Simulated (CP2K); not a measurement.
**W under changes of volume**

One of the cells (15.848 Å³/atom); the others are scaled copies at fixed shape and fractional positions:

```
W
1.0
     2.74070    0.00000    0.00000
    -0.91357    2.58396    0.00000
    -0.91357   -1.29198    2.23777
W
1
Cartesian
  0.0000 0.0000 0.0000
```

| Quantity | Value |
| --- | --- |
| Program | CP2K 2026.2 |
| Functional | LDA |
| Potentials or basis | GTH_POTENTIALS W GTH-PADE-q14; TZVP-MOLOPT-PBE-GTH basis |
| Density cutoff | 6123 eV |
| k mesh | 12 × 12 × 12 |
| Occupations | fermi-dirac, width 0.01 eV |
| Spin | no spin polarisation |

| volume (Å³/atom) | energy over the lowest point (meV/atom) | pressure (GPa) |
| --- | --- | --- |
| 14.897 | 0.00 | -21.1 |
| 15.214 | 58.20 | -37.6 |
| 15.531 | ? | ? |
| 15.848 | 269.38 | -67.9 |
| 16.165 | 422.56 | -80.6 |
| 16.482 | 597.37 | -92.7 |
| 16.798 | 797.49 | -103.3 |

Q: What does the run at 15.531 Å³/atom give?

A: Energy over the lowest point 148.02 meV/atom; pressure -53.4 GPa.

Worked out: A Birch-Murnaghan fit of order 3 (a polynomial in V^(-2/3)) to the other rows has its minimum at 14.57 Å³/atom, just outside them, with B0 = V·E''(V) = 933 GPa and B' = 3.0. It gives 148.66 meV/atom at 15.531 Å³/atom, against the run's 148.02, and -dE/dV = -54.1 GPa, against -53.4.

Energies are extrapolated to zero smearing.

Caveats: the basis of atomic orbitals isn't converged, which shifts pressures, moduli and gaps; the real-space grid breaks the cell's symmetry a little (some runs).
